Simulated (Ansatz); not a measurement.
# CaS: a single-point run

Wanted: a converged single-point run for CaS, and a check of what comes out. The structure is shown as the input types it.

Program: Ansatz 0.2.0. Level of theory: density functional or hybrid calculation with the settings of its input, plane waves (as first typed). These are calculated values, not measurements.

## (1) Starting point

The structure is cubic, space group Fm-3m (No. 225). The conventional cell has a = 5.696 Å, b = 5.696 Å, c = 5.696 Å, α = 90.00°, β = 90.00°, γ = 90.00°. Ca (site symmetry m-3m) has 6 S at 2.85 Å as nearest neighbours. Around S (site symmetry m-3m) lie 6 Ca at 2.85 Å.

Structure file:

```cif
data_structure
_symmetry_space_group_name_H-M 'Fm-3m'
_symmetry_Int_Tables_number 225
_cell_length_a 5.6959
_cell_length_b 5.6959
_cell_length_c 5.6959
_cell_angle_alpha 90.000
_cell_angle_beta 90.000
_cell_angle_gamma 90.000
_cell_volume 184.79
loop_
_atom_site_label
_atom_site_type_symbol
_atom_site_symmetry_multiplicity
_atom_site_Wyckoff_symbol
_atom_site_fract_x
_atom_site_fract_y
_atom_site_fract_z
_atom_site_occupancy
Ca1 Ca 4 a 0.00000 0.00000 0.00000 1
S1 S 4 b 0.50000 0.00000 0.00000 1
```

## (2) Input and run

Contents of input.yaml:

```yaml
crystal:
  lattice:
    - [0.0, 2.8479451031, 2.8479451031]
    - [2.8479451031, 0.0, 2.8479451031]
    - [2.8479451031, 2.8479451031, 0.0]
  atoms:
    - { symbol: Ca, position: [0.0, 0.0, 0.0] }
    - { symbol: S, position: [0.5, 0.5, 0.5] }
kpoints:
  mp_grid: { grid: [6, 6, 6] }
hamiltonian:
  xc: pbe
scf:
  occupations: { method: fixed }
  n_extra_bands: 4
  mixing: { beta: 0.005 }
  max_iter: 96
output:
  forces: true
  stress: true
  eigenvalues: true
```

Command:

```bash
ansatz run input.yaml --threads 4 --pin off --max-ram 3686MiB --backend cpu --events-out ev --progress --plain --runs-dir out
```

**Question.** How will this run end, and is anything wrong with its input?

The program finished normally. Convergence says nothing about whether the input makes sense.

Look at the input: scf.mixing.beta is 0.005. The risk: mixing too weak. Here it converged all the same; such a setting changes the road, not the converged state.

To check: delete scf.mixing.beta (the default then holds).
